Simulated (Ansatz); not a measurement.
**HfO2: a shear that moves c along a**

A series on HfO2: a shear that moves c along a, +0 to +9 %; the cell is held and the atoms relax. Wanted: energy, stress and any gap along the series.

Computed with Ansatz 0.2.0 (DFT PBE, scalar-relativistic, plane waves, PAW, unless a step's input says otherwise).

3 further runs of the same task are left out: 3 set aside as unsound or not needed.

### 1 The structure to begin with

The structure is tetragonal, space group P4_2/nmc (No. 137). Conventional cell: a = 3.604 Å, b = 3.604 Å, c = 5.264 Å, α = 90.00°, β = 90.00°, γ = 90.00°. Hf (site symmetry -4m2) is surrounded by 4 O at 2.07 Å. O (site symmetry 2mm) is surrounded by 2 Hf at 2.07 Å.

As a file:

```xyz
6
Lattice="3.6043 0.0000 0.0000 0.0000 3.6043 0.0000 0.0000 0.0000 5.2640" Properties=species:S:1:pos:R:3 pbc="T T T"
Hf    1.8022    1.8022    2.6320
Hf    0.0000    0.0000    0.0000
O     0.0000    1.8022    3.6493
O     1.8022    0.0000    4.2467
O     1.8022    0.0000    1.6147
O     0.0000    1.8022    1.0173
```

It goes back to an entry of the Materials Project, which need not be the stable form.

It is the result of an earlier relaxation at this level (volume 11.40 Å³/atom; gap on the mesh: 4.67 eV).

The unstrained cell comes from an earlier run at this level (6 atoms, E(σ→0) -33723.0398 eV, gap 4.67 eV over the zone).

### 2 At +1.5 %

input.yaml reads:

```yaml
crystal:
  lattice:
    - [3.604304784, 0.0, 0.0]
    - [0.0, 3.604304784, 0.0]
    - [0.0789595089, 0.0, 5.2639672632]
  atoms:
    - { symbol: Hf, position: [0.5, 0.5, 0.5] }
    - { symbol: Hf, position: [0.0, 0.0, 0.0] }
    - { symbol: O, position: [0.0, 0.5, 0.6932520948] }
    - { symbol: O, position: [0.5, 0.0, 0.8067479052] }
    - { symbol: O, position: [0.5, 0.0, 0.3067479052] }
    - { symbol: O, position: [0.0, 0.5, 0.1932520948] }
basis:
  ecutwfc: 420
kpoints:
  mp_grid: { grid: [6, 6, 4] }
hamiltonian:
  xc: pbe
scf:
  occupations: { method: gaussian, width: 0.02 }
output:
  forces: true
  stress: true
  eigenvalues: true
relax:
  adjacent_minimum: "off"
  f_tol: 0.008
  max_steps: 40
```

Started as:

```bash
$ ansatz run input.yaml --threads 1 --pin off --max-ram 2560MiB --backend cpu --events-out ev --progress --plain --runs-dir out
```

The session goes on with these runs: the gap over the whole zone at +1.5 %; At +3.0 %; the gap over the whole zone at +3.0 %; At +4.5 %; band edges over the zone at +4.5 %; At +6.0 %; band edges over the zone at +6.0 %; At +9.0 %; the gap over the whole zone at +9.0 %.

**Question.** What will these runs give?

The runs gave:

| quantity | value |
| --- | --- |
| largest energy cost | 0.6 meV/atom at +9.0 % |
| (1/V) d²E/dε², parabola through all points | 2 GPa |

**Reading.** A parabola through all points has a curvature of 2 GPa, a rough value of the shear constant of this plane and direction. These runs have no spin-orbit coupling; with Hf it would split and shift bands.
